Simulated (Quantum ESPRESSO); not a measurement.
Crystal: Be.

```xyz
2
Lattice="-0.1336 -2.4765 -0.3752 -2.6732 -0.1336 -0.0298 -0.0298 -0.3752 -2.3690" Properties=species:S:1:pos:R:3 pbc="T T T"
Be   -1.4111   -1.4988   -1.3929
Be   -0.1706   -2.8455   -2.7382
```

This isn't the form of Be at room conditions, which is hcp.

Base run:

```yaml
Program: Quantum ESPRESSO 7.5
Functional: PBE
Potentials_or_basis: SSSP 1.3 efficiency PBE
Cutoff: 748 eV
Density_cutoff: 5987 eV
k_mesh: 11 × 10 × 11
Occupations: fermi-dirac, width 0.05 eV
Spin: no spin polarisation
```

Its results: band gap on the k mesh none (metal or under the smearing width); pressure 16.5 GPa; largest force 0.191 eV/Å.

Task: The run is repeated on the same cell with these changes: functional from PBE to revPBE; potentials or basis from SSSP 1.3 efficiency PBE to GBRV 1.5 PBE; cutoff from 748 eV to 612 eV; density cutoff from 5987 eV to 4898 eV. What comes out?

Result: Band gap on the k mesh none (metal or under the smearing width); pressure 19.5 GPa; largest force 0.195 eV/Å.

Caveats: so large a pressure means that the cell lies far from this level's equilibrium, or that cutoff or potentials fall short; the potentials were made for another functional, which shifts forces and pressure (some runs).
